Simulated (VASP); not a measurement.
Write the native input for VASP 6.6.1 that does the following.

| Quantity | Value |
| --- | --- |
| Task | band structure |
| Functional | PBE |
| Dispersion | D3(BJ) |
| Potentials or basis | VASP PAW PBE potentials, release 64 (La, O) |
| Cutoff | 520 eV |
| k mesh | 8 × 8 × 6 |
| Occupations | gaussian, width 0.02 eV |
| Spin | no spin polarisation |
| Further INCAR settings | ALGO = Normal; EDIFF = 1e-06 |

The structure of La2O3 lies in POSCAR:

```
La2O3                                   
1.0
    3.9177292740     -0.0000000000     -0.0000000000
   -1.9588646370      3.3928530736     -0.0000000000
   -0.0000000000      0.0000000000      6.0935002493
  La              O             
     2     3
Direct
     0.3333333300000021    0.6666666699999979    0.2456382740796130
     0.6666666699999979    0.3333333300000021    0.7543617259203869
     0.0000000000000000    0.0000000000000000    0.0000000000000000
     0.3333333300000021    0.6666666699999979    0.6461841253855782
     0.6666666699999979    0.3333333300000021    0.3538158746144218
```

The cell was built by a generator and needn't be a form met in nature.

One way to write it, as run:

INCAR

```
  PREC = Accurate
  ENCUT = 520
  EDIFF = 1E-6
  ISMEAR = 0
  SIGMA = 0.02
  LREAL = F
  LASPH = T
  NELM = 60
  ALGO = Normal
  ISIF = 2
  LWAVE = F
  LCHARG = F
  LMAXMIX = 6
  GGA = PE
  IVDW = 12
  KPAR = 2
```

KPOINTS

```
Automatic mesh
0
Gamma
  8 8 6
```

KPOINTS_OPT

```
path GMKGALHA,LM,KH
15
line-mode
reciprocal
 0.0000000000  0.0000000000  0.0000000000  G
 0.5000000000  0.0000000000  0.0000000000  M

 0.5000000000  0.0000000000  0.0000000000  M
 0.3333333333  0.3333333333  0.0000000000  K

 0.3333333333  0.3333333333  0.0000000000  K
 0.0000000000  0.0000000000  0.0000000000  G

 0.0000000000  0.0000000000  0.0000000000  G
 0.0000000000  0.0000000000  0.5000000000  A

 0.0000000000  0.0000000000  0.5000000000  A
 0.5000000000  0.0000000000  0.5000000000  L

 0.5000000000  0.0000000000  0.5000000000  L
 0.3333333333  0.3333333333  0.5000000000  H

 0.3333333333  0.3333333333  0.5000000000  H
 0.0000000000  0.0000000000  0.5000000000  A

 0.5000000000  0.0000000000  0.5000000000  L
 0.5000000000  0.0000000000  0.0000000000  M

 0.3333333333  0.3333333333  0.0000000000  K
 0.3333333333  0.3333333333  0.5000000000  H
```

Potentials or basis: VASP PAW PBE potentials, release 64 (La, O).

Launch:

```console
$ cat potpaw_PBE.64/La/POTCAR potpaw_PBE.64/O/POTCAR > POTCAR
$ mpirun -np 2 vasp_std > vasp.out
```

It gave:

- Pressure: 0.2 GPa
- Band gap on the k mesh: 3.87 eV, indirect (least direct gap 4.07 eV)
- Band gap along the path: 3.88 eV, indirect (least direct gap 3.98 eV)
- Dispersion energy per atom: -0.261 eV

Caveat: spin-orbit coupling is left out, which moves the levels of the heavy elements.

Run time: 81 s on 2 MPI ranks on Intel(R) Xeon(R) 6975P-C (Granite Rapids) (shared host), peak memory 0.29 GiB a rank.
